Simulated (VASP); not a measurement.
Crystal: Se.

```
Se
1.0
     3.13603    0.00000    0.00000
    -1.56802    2.71588    0.00000
     0.00000    0.00000    5.12114
Se
2
Direct
  0.33333 0.66667 0.25000
  0.66667 0.33333 0.75000
```

The cell was built by a generator and needn't be a form met in nature.

* Program: VASP 6.6.1
* Task: relaxation of cell and atoms
* Functional: revPBE
* Potentials or basis: VASP PAW PBE potentials, release 64 (Se)
* Cutoff: 600 eV
* k mesh: 12 × 12 × 6
* Occupations: fermi-dirac, width 0.1 eV
* Spin: no spin polarisation

At the start: pressure -2.6 GPa; volume 21.81 Å³/atom.

Question: Where does the relaxation end?

Answer: Over 22 steps the energy falls by 369.4 meV/atom and the volume is 22.83 Å³/atom (+4.7 %); space group P6_3/mmc (No. 194, to 0.05 Å).

The path:
```csv
step,energy change (eV),largest force (eV/Å),pressure (GPa),volume (Å³)
1,0.0000,0.0000,-2.62,43.62
2,-0.0383,0.0000,0.32,41.39
3,-0.0446,0.0000,2.19,40.28
4,-0.0740,0.0000,3.02,39.87
5,-0.1998,0.0000,6.59,38.55
6,-0.1773,0.0000,21.84,35.44
7,-0.2772,0.0000,11.34,37.30
8,-0.2674,0.0000,16.20,36.33
9,-0.2819,0.0000,13.95,36.75
10,-0.2902,0.0000,14.19,36.75
11,-0.3100,0.0000,15.00,36.72
12,-0.3233,0.0000,17.02,36.64
13,-0.3553,0.0000,16.14,36.95
14,-0.4423,0.0000,13.64,37.86
15,-0.5776,0.0000,9.34,39.72
16,-0.7202,0.0000,2.94,43.54
17,-0.7374,0.0000,0.58,45.44
18,-0.7374,0.0000,0.39,45.62
19,-0.7379,0.0000,0.33,45.63
20,-0.7387,0.0000,0.15,45.65
21,-0.7381,0.0000,-0.19,45.70
22,-0.7388,0.0000,0.05,45.67
```

Final structure:
```xyz
2
Lattice="3.6979 0.0000 0.0000 -1.8489 3.2025 0.0000 0.0000 0.0000 3.8562" Properties=species:S:1:pos:R:3 pbc="T T T"
Se    0.0000    2.1350    0.9641
Se    1.8489    1.0675    2.8922
```

Caveat: the PAW data sets were made with another functional, which shifts forces and pressure a little.
